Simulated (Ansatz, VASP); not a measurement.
**Ge12H13 (Ge wire along [111], 24 atoms a period, H-terminated) in two plane-wave programs**

Wanted: the spread between two codes on one cell, functional and k mesh. The cell is taken from a series of runs on this material, whose earlier steps may have relaxed, scaled, displaced or heated it; both programs get it as it stands.

Main program and level: Ansatz 0.2.0; plane waves, with VASP 6.6.1 beside it; single point at PBE.

### Step 1. Set-up

The cell holds 50 atoms: 24 Ge and 26 H. Its edges and angles: a = 15.457 Å, b = 16.796 Å, c = 9.941 Å, α = 90.0°, β = 90.0°, γ = 90.0°. Vacuum lies along a and b. The structure's axis is c.

### Step 2. VASP: single point, PBE

With cell and atoms fixed, the geometry can't cause a difference; cores, projectors, grids and the points listed under the comparison can.

Lines of VASP's logs that name or quote its potential files are left out, and so is its time.

INCAR reads:

```
SYSTEM = Ge12H13
PREC = Accurate
ENCUT = 410
EDIFF = 1E-06
NELM = 120
ISMEAR = -1
SIGMA = 0.05
LREAL = Auto
ALGO = Normal
GGA = PE
NBANDS = 216
LORBIT = 11
LWAVE = .FALSE.
LCHARG = .FALSE.
ISIF = 2
LASPH = .TRUE.
GGA_COMPAT = .FALSE.
EFERMI = MIDGAP
KPAR = 4
```

POSCAR reads:

```
Ge12H13
1.0
   15.4570000000      0.0000000000      0.0000000000
    0.0000000000     16.7960000000      0.0000000000
    0.0000000000      0.0000000000      9.9411796786
Ge H
24 26
Direct
    0.3032368380      0.6395464010      0.9999944400
    0.4318649500      0.4319475460      0.9969537480
    0.5629213180      0.6408338070      0.9969536510
    0.3014826030      0.6404744950      0.2460719970
    0.4330677270      0.4338345630      0.2459895820
    0.5617418970      0.6389306690      0.2459906200
    0.6910981350      0.4334660430      0.2460031970
    0.4307134160      0.5718166200      0.3308903680
    0.5621730580      0.3652098930      0.3323756060
    0.6908762000      0.5703458140      0.3323765500
    0.4304552440      0.5719500250      0.5804309530
    0.5650252660      0.3646121330      0.5801271000
    0.6928633920      0.5683808800      0.5801299870
    0.2985200320      0.5079986190      0.6669721560
    0.4525683920      0.2785717810      0.6753760260
    0.4246505980      0.7090709210      0.6669756110
    0.5607402840      0.5027326060      0.6650260240
    0.7175763620      0.7010361310      0.6753592580
    0.3027999240      0.5025546960      0.9137559210
    0.4370012610      0.2928688700      0.9192021080
    0.4319393720      0.7083861530      0.9137552630
    0.5620060670      0.5020595020      0.9144122980
    0.6963720540      0.7062795920      0.9191940210
    0.6915714570      0.4332198920      0.9991452470
    0.5618897550      0.2778695440      0.2805756200
    0.7729221290      0.6142451370      0.2805608180
    0.2191143060      0.5983925950      0.2988158060
    0.2998789100      0.7271584600      0.2988207570
    0.3507816320      0.3900569560      0.2974816120
    0.5618024530      0.7264005760      0.2974815820
    0.7730064730      0.3899418390      0.2989579720
    0.2194871650      0.5585752290      0.6235058180
    0.2867547220      0.4237581850      0.6066931420
    0.3652971730      0.2983697070      0.6075933370
    0.3375247090      0.7467552560      0.6235533520
    0.4744832750      0.1909097120      0.6415261500
    0.4980201300      0.7605853890      0.6066772410
    0.6552589500      0.7606618120      0.6076170020
    0.8110028170      0.7274458870      0.6414581080
    0.6538031370      0.3297306320      0.6243005980
    0.7700796290      0.5150714150      0.6243165710
    0.2216012240      0.6829383200      0.9452672380
    0.6933173800      0.3465508130      0.9462518180
    0.7740025570      0.4751738040      0.9462606780
    0.2207089140      0.4590493960      0.9664760130
    0.3547845860      0.2484425080      0.9670335880
    0.4318286540      0.7955645190      0.9664641910
    0.5152979140      0.2521948450      0.9875803350
    0.6970836780      0.7940137180      0.9670491510
    0.7737967430      0.6642008600      0.9875531040
```

KPOINTS reads:

```
Automatic mesh
0
Gamma
1 1 9
0 0 0
```

The projector-augmented-wave data sets are Ge_d and H (PBE family, release 64).

Launch:

```console
$ mpirun -np 8 vasp_std
```

Numbers of over 12 decimals in the logs are rounded to 6 here.

Output:

```text
[banner, memory and clock lines left out]
running    8 mpi-ranks, on    1 nodes
[...]
|                                                                             |
|           W    W    AA    RRRRR   N    N  II  N    N   GGGG   !!!           |
|           W    W   A  A   R    R  NN   N  II  NN   N  G    G  !!!           |
|           W    W  A    A  R    R  N N  N  II  N N  N  G       !!!           |
|           W WW W  AAAAAA  RRRRR   N  N N  II  N  N N  G  GGG   !            |
|           WW  WW  A    A  R   R   N   NN  II  N   NN  G    G                |
|           W    W  A    A  R    R  N    N  II  N    N   GGGG   !!!           |
|                                                                             |
|     For optimal performance we recommend to set                             |
|       NCORE = 2 up to number-of-cores-per-socket                            |
|     NCORE specifies how many cores store one orbital (NPAR=cpu/NCORE).      |
|     This setting can greatly improve the performance of VASP for DFT.       |
|     The default, NCORE=1 might be grossly inefficient on modern             |
|     multi-core architectures or massively parallel machines. Do your        |
|     Unfortunately you need to use the default for GW and RPA                |
|     calculations (for HF NCORE is supported but not extensively tested      |
|     yet).                                                                   |
|                                                                             |

 LDA part: xc-table for (Slater+PW92), standard interpolation
 POSCAR, INCAR and KPOINTS ok, starting setup
[...]
entering main loop
       N       E                     dE             d eps       ncg     rms          rms(c)
DAV:   1     0.359103085211E+04    0.35910E+04   -0.15473E+05  2328   0.202E+03
DAV:   2     0.431060292026E+03   -0.31600E+04   -0.30744E+04  2880   0.476E+02
DAV:   3    -0.149723382167E+03   -0.58078E+03   -0.57120E+03  2984   0.205E+02
DAV:   4    -0.196602396537E+03   -0.46879E+02   -0.46604E+02  2480   0.644E+01
[...]
DAV:  24    -0.190898260296E+03   -0.41514E-05   -0.48504E-07  1584   0.813E-03    0.387E-04
DAV:  25    -0.190898262867E+03   -0.25708E-05   -0.41786E-07  1520   0.347E-03    0.304E-04
DAV:  26    -0.190898263251E+03   -0.38341E-06   -0.12536E-07  1584   0.319E-03
   1 F= -.19089826E+03 E0= -.19089826E+03  d E =-.218952E-10
```

Parts of OUTCAR (step 2):

```text
  Total       -3.0665877     -3.0303516     -2.8276924      0.0043348     -0.0032507      0.0113530
  in kB       -1.9036933     -1.8811984     -1.7553905      0.0026910     -0.0020180      0.0070478
  external PRESSURE =      -1.8467607 kB  Pullay stress =       0.0000000 kB

 POSITION                                       TOTAL-FORCE (eV/Angst)
 -----------------------------------------------------------------------------------
      4.68713     10.74182      9.94112        -0.019961      0.008100     -0.021709
      6.67534      7.25499      9.91090        -0.006733      0.001374      0.002073
      8.70107     10.76344      9.91090        -0.005123      0.007234      0.001577
      4.66002     10.75741      2.44625        -0.010834      0.006910      0.018446
      6.69393      7.28669      2.44543        -0.011305     -0.010748      0.003430
      8.68284     10.73148      2.44544         0.002826      0.012370      0.003303
     10.68230      7.28050      2.44556         0.015295     -0.010059      0.007460
      6.65754      9.60423      3.28944         0.003877     -0.003883      0.005234
      8.68951      6.13407      3.30421        -0.001657     -0.015614     -0.001308
     10.67887      9.57953      3.30422         0.014937      0.011845     -0.001460
      6.65355      9.60647      5.77017         0.000211     -0.003152      0.006167
      8.73360      6.12403      5.76715         0.015023     -0.002947      0.010552
     10.70959      9.54653      5.76718         0.010432     -0.011636      0.010333
      4.61422      8.53234      6.63049        -0.021321     -0.001905     -0.012125
[...]
-----------------------------------------------------------------------------------
    total drift:                                0.010534     -0.000198      0.002507

  FREE ENERGIE OF THE ION-ELECTRON SYSTEM (eV)
  ---------------------------------------------------
  free  energy   TOTEN  =      -190.8982632507 eV

  energy  without entropy=     -190.8982632507  energy(sigma->0) =     -190.89826325

[... 3 further parts left out ...]
[key lines of the parts left out:]
E-fermi :  -1.8920
```

### Step 3. Ansatz: single point, PBE

Ansatz runs on its default PAW (the set named soft_2) files.

The same cell, functional, mesh and smearing now go to Ansatz, which takes its cutoff from its data sets.

input.yaml reads:

```yaml
crystal:
  lattice:
    - [15.457, 0.0, 0.0]
    - [0.0, 16.796, 0.0]
    - [0.0, 0.0, 9.9411796786]
  atoms:
    - { symbol: Ge, position: [0.303236838, 0.639546401, 0.99999444] }
    - { symbol: Ge, position: [0.43186495, 0.431947546, 0.996953748] }
    - { symbol: Ge, position: [0.562921318, 0.640833807, 0.996953651] }
    - { symbol: Ge, position: [0.301482603, 0.640474495, 0.246071997] }
    - { symbol: Ge, position: [0.433067727, 0.433834563, 0.245989582] }
    - { symbol: Ge, position: [0.561741897, 0.638930669, 0.24599062] }
    - { symbol: Ge, position: [0.691098135, 0.433466043, 0.246003197] }
    - { symbol: H, position: [0.561889755, 0.277869544, 0.28057562] }
    - { symbol: H, position: [0.772922129, 0.614245137, 0.280560818] }
    - { symbol: H, position: [0.219114306, 0.598392595, 0.298815806] }
    - { symbol: H, position: [0.29987891, 0.72715846, 0.298820757] }
    - { symbol: H, position: [0.350781632, 0.390056956, 0.297481612] }
    - { symbol: H, position: [0.561802453, 0.726400576, 0.297481582] }
    - { symbol: H, position: [0.773006473, 0.389941839, 0.298957972] }
    - { symbol: Ge, position: [0.430713416, 0.57181662, 0.330890368] }
    - { symbol: Ge, position: [0.562173058, 0.365209893, 0.332375606] }
    - { symbol: Ge, position: [0.6908762, 0.570345814, 0.33237655] }
    - { symbol: Ge, position: [0.430455244, 0.571950025, 0.580430953] }
    - { symbol: Ge, position: [0.565025266, 0.364612133, 0.5801271] }
    - { symbol: Ge, position: [0.692863392, 0.56838088, 0.580129987] }
    - { symbol: H, position: [0.219487165, 0.558575229, 0.623505818] }
    - { symbol: H, position: [0.286754722, 0.423758185, 0.606693142] }
    - { symbol: H, position: [0.365297173, 0.298369707, 0.607593337] }
    - { symbol: H, position: [0.337524709, 0.746755256, 0.623553352] }
    - { symbol: H, position: [0.474483275, 0.190909712, 0.64152615] }
    - { symbol: H, position: [0.49802013, 0.760585389, 0.606677241] }
    - { symbol: H, position: [0.65525895, 0.760661812, 0.607617002] }
    - { symbol: H, position: [0.811002817, 0.727445887, 0.641458108] }
    - { symbol: H, position: [0.653803137, 0.329730632, 0.624300598] }
    - { symbol: H, position: [0.770079629, 0.515071415, 0.624316571] }
    - { symbol: Ge, position: [0.298520032, 0.507998619, 0.666972156] }
    - { symbol: Ge, position: [0.452568392, 0.278571781, 0.675376026] }
    - { symbol: Ge, position: [0.424650598, 0.709070921, 0.666975611] }
    - { symbol: Ge, position: [0.560740284, 0.502732606, 0.665026024] }
    - { symbol: Ge, position: [0.717576362, 0.701036131, 0.675359258] }
    - { symbol: Ge, position: [0.302799924, 0.502554696, 0.913755921] }
    - { symbol: Ge, position: [0.437001261, 0.29286887, 0.919202108] }
    - { symbol: Ge, position: [0.431939372, 0.708386153, 0.913755263] }
    - { symbol: Ge, position: [0.562006067, 0.502059502, 0.914412298] }
    - { symbol: Ge, position: [0.696372054, 0.706279592, 0.919194021] }
    - { symbol: H, position: [0.221601224, 0.68293832, 0.945267238] }
    - { symbol: H, position: [0.69331738, 0.346550813, 0.946251818] }
    - { symbol: H, position: [0.774002557, 0.475173804, 0.946260678] }
    - { symbol: H, position: [0.220708914, 0.459049396, 0.966476013] }
    - { symbol: H, position: [0.354784586, 0.248442508, 0.967033588] }
    - { symbol: H, position: [0.431828654, 0.795564519, 0.966464191] }
    - { symbol: H, position: [0.515297914, 0.252194845, 0.987580335] }
    - { symbol: H, position: [0.697083678, 0.794013718, 0.967049151] }
    - { symbol: H, position: [0.773796743, 0.66420086, 0.987553104] }
    - { symbol: Ge, position: [0.691571457, 0.433219892, 0.999145247] }
kpoints:
  mp_grid: { grid: [1, 1, 9] }
  band_path: { path: ["Γ", Z], npoints: 90 }
scf:
  occupations: { method: fermi_dirac, width: 0.05 }
hamiltonian:
  xc: pbe
output:
  dos: { e_range: [-5, 4] }
  write_potential: true
  write_density: true
  volumetric_format: npy
```

Launch:

```console
$ ansatz run input.yaml --threads 4 --pin off --max-ram 16384MiB --backend cpu --events-out ev --progress --plain --runs-dir out
```

Output:

```text
Engine: ansatz 0.2.0, aarch64-unknown-linux-gnu
Pseudopotentials: kind: paw
Pseudopotential: Ge, paw, valence charge 14, recommended cutoff 420 eV (normal), Ge.paw.azcp
Pseudopotential: H, paw, valence charge 1, recommended cutoff 420 eV (normal), H.paw.azcp
Functional definition: PBE
  parameter kappa = 0.804
  parameter beta = 0.066725
  exchange = pbe_x(kappa = kappa, mu = beta*pi^2/3)
  correlation = pbe_c(beta = beta)
Crystal: 50 atoms, lattice volume = 2580.887 Å³
Basis set: ecut = 420 eV, 50487 PW (Γ)
Bands: 231, of which v1, the nominal top of the filled ones, is band 181 counted from 1 (180 counted from 0)
Symmetry: 1 space group operations
Space group: P1 (ITA 1), of the structure as read, at distance tolerance 1.4e-4 Å
k-points: 5 of 9 (time reversal used)
Non-local potential: Ge, projectors of the file, l = 0: 2, l = 1: 2, l = 2: 3, l = 3: 1
Non-local potential: H, projectors of the file, l = 0: 2, l = 1: 1
PAW form: soft (Blöchl's): semilocal exchange-correlation on the pseudo side does not see the compensation charge
PAW one-centre angular grid: Ge, 590 points (default); XC on 64 Gauss nodes
PAW one-centre angular grid: H, 110 points (default); XC on 64 Gauss nodes
Initial density: superposition of atomic densities (neutral atoms: chi_scale 0, normalization atom), corrected by the library's trained network
Initial wavefunctions: pseudopotential atomic-orbital guess
Functional: x = pbe(κ = 0.804, μ = 0.219515), c = pbe(β = 0.066725)
SCF iter   1: F=—  HF=-103486.684066 eV  |F-HF|=—  |Δ(HF+E_count)|=         —  Δρ=1.09e-3  dr2=4.46e-2  ethr=1.77e-3  ⟨swp⟩=7.0  Hψ=4847  notcnv=0  defer=3
preconditioner: auto → Resta (q_TF=auto, 1.967 Å⁻¹)  ε∞=1.4  [insulator: Δε(μ)=2.479 eV  Ē_g=21.688 eV  σ=0.050 eV  W_gap=1.00  n_scr=320 (ndim 8)  ℏωp=13.9 eV  f_vac=0.665  D(μ)=0.00/eV (n_scr^D=0)  ε∞_Penn≈1.4  vacuum switching on, ρ_ref=3.4e-2 e/Å³]
SCF iter   2: F=—  HF=-103486.689420 eV  |F-HF|=—  |Δ(HF+E_count)|=   5.35e-3  Δρ=5.19e-4  dr2=9.89e-3  ethr=1.23e-5  ⟨swp⟩=2.0  Hψ=2267  notcnv=0  defer=200
SCF iter   3: F=—  HF=-103486.693858 eV  |F-HF|=—  |Δ(HF+E_count)|=   4.44e-3  Δρ=2.14e-4  dr2=2.32e-3  ethr=2.73e-6  ⟨swp⟩=2.0  Hψ=1846  notcnv=0  defer=200
SCF iter   4: F=—  HF=-103486.695942 eV  |F-HF|=—  |Δ(HF+E_count)|=   2.08e-3  Δρ=8.15e-5  dr2=3.42e-4  ethr=6.40e-7  ⟨swp⟩=2.0  Hψ=1246  notcnv=0  defer=200
SCF iter   5: F=—  HF=-103486.695934 eV  |F-HF|=—  |Δ(HF+E_count)|=   7.77e-6  Δρ=3.54e-5  dr2=8.62e-5  ethr=9.45e-8  ⟨swp⟩=2.0  Hψ=1846  notcnv=0  defer=200
SCF iter   6: F=—  HF=-103486.696172 eV  |F-HF|=—  |Δ(HF+E_count)|=   2.38e-4  Δρ=1.05e-5  dr2=6.74e-6  ethr=2.38e-8  ⟨swp⟩=3.0  Hψ=1846  notcnv=0  defer=200
SCF iter   7: F=—  HF=-103486.696173 eV  |F-HF|=—  |Δ(HF+E_count)|=   1.14e-6  Δρ=4.61e-6  dr2=1.05e-6  ethr=1.86e-9  ⟨swp⟩=2.0  Hψ=1290  notcnv=0  defer=206
SCF iter   8: F=—  HF=-103486.696174 eV  |F-HF|=—  |Δ(HF+E_count)|=   8.34e-7  Δρ=1.91e-6  dr2=1.63e-7  ethr=2.91e-10  ⟨swp⟩=2.0  Hψ=1246  notcnv=0  defer=206
SCF iter   9: F=-103486.696174 eV  HF=-103486.696174 eV  |F-HF|=2.34e-8  |Δ(HF+E_count)|=   1.73e-7  Δρ=6.67e-7  dr2=1.60e-8  ethr=2.76e-11  ⟨swp⟩=12.8  Hψ=4653  notcnv=0
SCF 1 converged in 9 iterations: F = -103486.696174 eV  dr2 = 1.60e-8
  greatest PAW one-centre occupation: 0.998 electrons in one spin orbital (limit 2), on the Ge atom at site 34 (counted from 0), in its partial waves of l = 2
NSCF: frozen V_eff on 91 k-points
WARN: pass on a band path, mesh or list of k-points: the 91 k-points are solved 12 at a time at the most, because the 14.40 GiB of host memory that the pass is priced against does not hold them all with the solver's workspace as planned. The pass can take longer, above all where fewer k-points are solved at a time than the run has threads. As a rule a larger memory budget leaves room for more at once. The budget is what a run with no `--max-ram-frac` typed is planned for, 0.8 of the host's memory or its container's limit. More memory there lifts it, and so does a share over 0.88 that is typed (of such a share the budget is ten elevenths): [rest of the remark cut]
[...]
k-point 1: bands = [... 177 lower, -3.1503, -3.0419, -3.0236, -2.4255, 0.2428, 0.4232, 0.5445, 0.5510, ... 46 higher]
  k-point 2: bands = [... 177 lower, -3.1580, -3.0189, -2.9973, -2.6234, 0.2516, 0.3584, 0.4525, 0.5279, ... 46 higher]
  k-point 4: bands = [... 177 lower, -3.1436, -3.1234, -3.0446, -3.0019, 0.1235, 0.2968, 0.3940, 0.5252, ... 46 higher]
```

### Step 4. Comparison

Known differences besides the potentials themselves: the cutoff is 420 eV in Ansatz and 410 eV in VASP (PREC = Accurate, projectors in real space). Total energies have different zeros and are not compared.

Compared:

| quantity | Ansatz | VASP | difference |
| --- | --- | --- | --- |
| gap on the k mesh (eV) | 2.479 | 2.483 | -0.004 |

A gap on the mesh is an upper bound, since the band edges may lie between its points.

### Step 5. Results

| Item | Value |
| --- | --- |
| difference in gap on the k mesh (single point, PBE) | -0.0043 eV |

**Reading.** The difference in gap on the k mesh is -0.0043 eV (single point, PBE), within the 0.08 eV picked in this series as the mark of a large difference. Such differences can come from data sets, numerical settings and the points named under the comparisons, not from the functional's error against experiment.

[Lines on the potential files, build, host, timing and source positions are cut from VASP's logs without a mark.]

[Logs are printed without paths, hosts, clocks, repeated set-up lines and the standing remarks that a program may print on its own settings, such as how far it seeks lower states.]

[Hosts, paths, dates, database ids (printed as entryN), source tags and the programs' standing remarks are cut or masked in the printed files.]
